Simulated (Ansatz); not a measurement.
## Rock-salt LiI

These are r²SCAN0 (Ansatz, a program for electronic structure, PAW) values and carry that method's errors.

Run with plane-wave cutoff 520 eV, 8×8×8 k mesh, Fermi–Dirac smearing 0.01 eV, scalar-relativistic PAW data made under PBE.

Cell (relaxed at this level):

```yaml
crystal:
  lattice:
    - [0.00000, 2.99634, 2.99634]
    - [2.99634, 0.00000, 2.99634]
    - [2.99634, 2.99634, 0.00000]
  atoms:
    - { symbol: Li, position: [0.00000, 0.00000, 0.00000] }
    - { symbol: I, position: [0.50000, 0.50000, 0.50000] }
```

| Quantity | Result |
|---|---|
| bulk modulus B0 | 21.5 GPa |
| band gap | 6.42 eV |
| smallest direct gap on the k points sampled | 6.53 eV |
| width of the whole s-p valence band | 13.01 eV |
| pressure derivative B′ of the bulk modulus | 4.5 |

Measured, for comparison: band gap 6.4 eV (temperature not stated, no zero-point or thermal correction, our sources range from 6.10 to 6.40; as tabulated in Aguado et al. (1998), arXiv:cond-mat/9809176); bulk modulus 24 GPa (0 K, extrapolated to 0 K; as tabulated in Doll and Stoll (1998), arXiv:cond-mat/9801031). Computed (rounded) less measured: bulk modulus -10 %.

Spin–orbit coupling is not included; with these elements it can move the gap by several tenths of an eV or more.

Cost on a shared machine: very roughly 22 core-minutes.
